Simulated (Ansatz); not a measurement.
# SiC (Moissanite 3C) (F-43m) in Ansatz: further runs, part 2 of 2

Ansatz 0.2.0.

### Step 4. Phonons, PBE

Contents of input.yaml:

```yaml
crystal:
  lattice:
    - [0.0, 2.179, 2.179]
    - [2.179, 0.0, 2.179]
    - [2.179, 2.179, 0.0]
  atoms:
    - { symbol: Si, position: [0.0, 0.0, 0.0] }
    - { symbol: C, position: [0.75, 0.75, 0.75] }
kpoints:
  mp_grid: { grid: [7, 7, 7] }
scf:
  occupations: { method: fermi_dirac, width: 0.05 }
hamiltonian:
  xc: pbe
  pseudopotentials: { kind: all_electron, lapw: { basis_error: 0.001 } }
output: {}
phonons:
  method: fd
  supercell: [1, 1, 1]
```

Potentials or basis: all-electron LAPW, scalar-relativistic.

Launch:

```console
$ ansatz run input.yaml --threads 1 --pin off --max-ram 3072MiB --backend cpu --events-out ev --progress --plain --runs-dir out
```

The program printed:

```text
Warning: RAYON_NUM_THREADS=1 ignored (pool sized by the plan → 1); use --threads N
LAPW: plane waves up to 9.894 Å⁻¹, error target 1.0e-3 eV per atom; small_component_spin mean_spin; C in spheres of 0.854 Å, 6 of its electrons in bands, Dirac shells []; Si in spheres of 0.977 Å, 12 of its electrons in bands, Dirac shells [] (how accurate: hamiltonian.pseudopotentials.lapw.basis_error, Limitations)
Engine: ansatz 0.2.0, x86_64-unknown-linux-gnu
Pseudopotentials: kind: all_electron
Pseudopotential: Si, LAPW, valence charge 12, lapw/all_electron/scalar/gaussian/Si, Koelling and Harmon's equation, gaussian nucleus
Pseudopotential: C, LAPW, valence charge 6, lapw/all_electron/scalar/gaussian/C, Koelling and Harmon's equation, gaussian nucleus
Functional definition: PBE
  parameter kappa = 0.804
  parameter beta = 0.06672455060314922
  exchange = pbe_x(kappa = kappa, mu = beta*pi^2/3)
  correlation = pbe_c(beta = beta)
[... 67 lines left out ...]
--- Band table (eV; the first three rows and the last of 20) ---
  k-point 0: bands = ["-252.7903", "-122.3945", "-78.4356", "-78.4356", "-78.4356", "-4.6444", "10.7618", "10.7618", "10.7618", "16.9842", "18.0623", "18.0623", "18.0623"]
  k-point 1: bands = ["-252.7903", "-122.3945", "-78.4359", "-78.4357", "-78.4357", "-4.2471", "8.9080", "10.5071", "10.5071", "17.1800", "18.4899", "18.4899", "18.8003"]
  k-point 2: bands = ["-252.7903", "-122.3944", "-78.4366", "-78.4358", "-78.4358", "-3.0980", "5.6429", "10.0447", "10.0447", "16.6016", "18.5765", "18.5765", "20.4135"]
  k-point 19: bands = ["-252.7903", "-122.3943", "-78.4368", "-78.4367", "-78.4362", "0.3997", "3.6936", "5.3126", "7.1687", "15.4501", "19.3342", "20.9349", "21.6830"]
--- Phonons: 2 displaced members + reference (amplitude 0.01 Å, Σ member SCF iterations 12) ---
  symmetry images taken by strict's conditions (phonons.symmetry_images: auto; settled by no image being taken that strict refuses)
  ASR residual: 7.907e-4 → 0.000e0 eV/Å²; symmetrization residual: 1.329e-4 eV/Å²
  largest component of a force at the reference: 1.3e-16 eV/Å
  ASR residual per site (eV/Å²): 7.91e-4 7.30e-4
  Γ frequencies (cm⁻¹): 0.00 0.00 0.00 787.79 787.79 787.79
  density of states and harmonic sums: on the 24×24×24 q-mesh, interpolated from the force constants of a 1×1×1 supercell (no non-analytic term)
  largest difference from the sums on the solved wave vectors: F 2.16e-1 eV, S 4.75e-4 and C_V 2.58e-4 eV/K
  zero-point energy: 0.195411 eV/cell   skipped modes (ω ≤ 0): 3   left out of the sums: 3.62e-5 of the cell's modes: C_V's classical limit lies that fraction below 3 k_B per atom; for a crystal, a wire or a layer, F and S can be off by more, and a phonons.interpolated_qmesh denser along its periods is the remedy for the sampling
```

phthermo.tsv:

```text
# format = ansatz-phthermo/1
# interpolated_qmesh = 24 24 24
# force_constants_supercell = 1 1 1
# non_analytic_term = not included (the non-analytic LO-TO correction is not applied to the interpolated dynamical matrix; polar crystals: no LO-TO splitting at GAMMA, and LO and other optical branches, acoustic branches and sound speeds, and with them the density of states and the thermodynamics, can be off between the wave vectors that the force constants were sampled on, most near GAMMA; a larger extent of the force constants narrows that region and is not shown to mend the acoustic slopes)
# zero_point_energy_ev = 1.9541083706e-1
# n_skipped_modes = 3
# share_of_modes_left_out = 3.6168981481e-5
# rigid_motions_known_by = geometry
# t_k	f_vib_ev	s_ev_per_k	c_v_ev_per_k
0.0000	1.9541083706e-1	0.0000000000e0	0.0000000000e0
10.0000	1.9541083137e-1	4.1389171742e-9	2.2868882760e-8
20.0000	1.9541049847e-1	8.3583429132e-8	2.9900345052e-7
30.0000	1.9540860012e-1	3.3143757983e-7	1.0860439911e-6
40.0000	1.9540299026e-1	8.4428217622e-7	2.7409123303e-6
50.0000	1.9539040222e-1	1.7521470185e-6	5.7928546662e-6
[... 93 lines left out ...]
990.0000	-1.6263284892e-1	7.0912280078e-4	4.9000179343e-4
1000.0000	-1.6974875027e-1	7.1405007830e-4	4.9051660536e-4
```

Wall time 21 s (1 thread of Intel Xeon Platinum 8375C at 2.90GHz (Ice Lake), shared host); peak memory 0.33 GiB.

What came out:

```yaml
Free_energy: -8929.5312 eV
Band_gap_on_the_k_mesh: 1.60 eV, indirect (least direct gap 4.68 eV)
Highest_phonon_frequency_at_Γ_LO-TO_splitting_left_out: 788 cm⁻¹
```

Phonon frequencies in cm⁻¹ (negative: imaginary):
```
              q point        frequencies
(0.000, 0.000, 0.000)  0 0 0 788 788 788
```

Caveat: an odd mesh through Γ misses points on the zone boundary, where band edges often lie.

### Step 5. The runs side by side

| task | level | potentials or basis | k mesh | cutoff (eV) | smearing | basis error allowed | gap on the mesh (eV) |
| --- | --- | --- | --- | --- | --- | --- | --- |
| Born charges and dielectric tensor | PBEsol | all-electron PAW datasets made for the crystal | 10 × 10 × 10 | 380 | fixed | - | 1.24 |
| phonons | PBEsol | all-electron LAPW, scalar-relativistic | 7 × 7 × 7 | 373 | fermi-dirac 0.05 eV | 0.001 eV/atom | 1.48 |
| phonons | PBE | all-electron LAPW, scalar-relativistic | 7 × 7 × 7 | 373 | fermi-dirac 0.05 eV | 0.001 eV/atom | 1.60 |

Alike in all rows: no spin polarisation; cell as given.

Caveats: an odd mesh through Γ misses points on the zone boundary, where band edges often lie (some runs); the program warned that the printed levels may be off, so bands, gaps and densities of states are rough (some runs).

Compare energies only between runs with the same functional and basis.

### Step 6. Comparison with measurements

Step 2. A measured gap of SiC is 2.4 eV (indirect; quoted in “Insight into the structural, elastic and electronic properties of a new orthorhombic 6O-SiC polytype”, 2020, pmc:7200658); the calculated 1.24 eV misses it by -1.16 eV. The value is that of PBEsol on a finite k mesh, which can miss the band edges, without temperature or zero-point motion. Semilocal functionals fall short of measured gaps as a rule. Measured high-frequency dielectric constant of SiC: 6.49 (quoted in “Infrared properties of SiC particles”, 1999, arxiv:astro-ph/9903031). This calculation gives 7.07 (+8.9 %).

Step 3. The gap isn't set beside the deposited one, since this odd mesh misses points on the zone boundary.

Step 4. The gap isn't set beside the deposited one, since this odd mesh misses points on the zone boundary.
